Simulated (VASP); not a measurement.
**VASP 6.6.1 run: LiH**

INCAR

```
LREAL = .FALSE.
ISPIN = 2
LWAVE = .FALSE.
NSW = 0
GGA = PE
LCHARG = .FALSE.
LASPH = .TRUE.
NBANDS = 9
NELM = 120
ISMEAR = 2
ISIF = 2
IBRION = -1
ENCUT = 520
EDIFF = 1E-7
SIGMA = 0.2
PREC = Accurate
MAGMOM = 2 2
```

KPOINTS

```
KPOINTS created by Atomic Simulation Environment
0
Gamma
10 10 10
0 0 0
```

POSCAR

```
Li H
 1.0000000000000000
     2.5016587116031355   -0.0000000000000000    0.0000000000000000
    -0.0000000000000000    2.5016587116031355    0.0000000000000000
     0.0000000000000000    0.0000000000000000    2.5016587116031355
 Li  H
   1   1
Cartesian
  0.0000000000000000  0.0000000000000000 -0.0000000000000000
  1.2508293558015677  1.2508293558015677  1.2508293558015677
```

The recommended PBE PAW datasets give the neutral cell 4 valence electrons.

Command

```
mpirun -np 1 vasp_std
```

Q: Predict the outcome of this run.

A: It converged. Results: pressure 0.1 GPa; magnetic moment of the cell 0.00 μB.

OSZICAR

```
N       E                     dE             d eps       ncg     rms          rms(c)
DAV:   1     0.183795262952E+02    0.18380E+02   -0.18500E+03  2112   0.438E+02
DAV:   2     0.138190929867E+02   -0.45604E+01   -0.44271E+01  2789   0.550E+01
DAV:   3     0.137389700638E+02   -0.80123E-01   -0.79913E-01  2449   0.567E+00
DAV:   4     0.137385470407E+02   -0.42302E-03   -0.42292E-03  2637   0.374E-01
DAV:   5     0.137385448129E+02   -0.22278E-05   -0.22285E-05  2485   0.202E-02    0.180E+01
DAV:   6    -0.436338618553E+01   -0.18102E+02   -0.44741E+00  2292   0.812E+00    0.847E+00
DAV:   7    -0.576689746349E+01   -0.14035E+01   -0.10550E+00  2185   0.595E+00    0.251E+00
DAV:   8    -0.566350316523E+01    0.10339E+00   -0.10450E-01  2212   0.204E+00    0.199E+00
DAV:   9    -0.564546456698E+01    0.18039E-01   -0.20497E-01  2232   0.188E+00    0.403E-01
DAV:  10    -0.565863413936E+01   -0.13170E-01   -0.13755E-02  2117   0.922E-01    0.168E-01
DAV:  11    -0.565885854510E+01   -0.22441E-03   -0.30898E-03  2252   0.394E-01    0.954E-02
DAV:  12    -0.565964230987E+01   -0.78376E-03   -0.98313E-04  2081   0.199E-01    0.315E-02
DAV:  13    -0.565968629098E+01   -0.43981E-04   -0.17080E-04  2256   0.679E-02    0.103E-02
DAV:  14    -0.565968814648E+01   -0.18555E-05   -0.10387E-05  2149   0.196E-02    0.237E-03
DAV:  15    -0.565968778989E+01    0.35659E-06   -0.10461E-06  2148   0.795E-03    0.158E-03
DAV:  16    -0.565968805335E+01   -0.26346E-06   -0.18592E-07  2090   0.387E-03    0.508E-04
DAV:  17    -0.565968809866E+01   -0.45314E-07   -0.35214E-08  2061   0.177E-03
   1 F= -.56596881E+01 E0= -.56596880E+01  d E =-.333398E-06  mag=    -0.0000
```

For comparison, a separate PBE run of the intended cell, on usual settings and not on those above, gives a gap of 0.73 eV on its mesh and a pressure of 0.1 GPa.
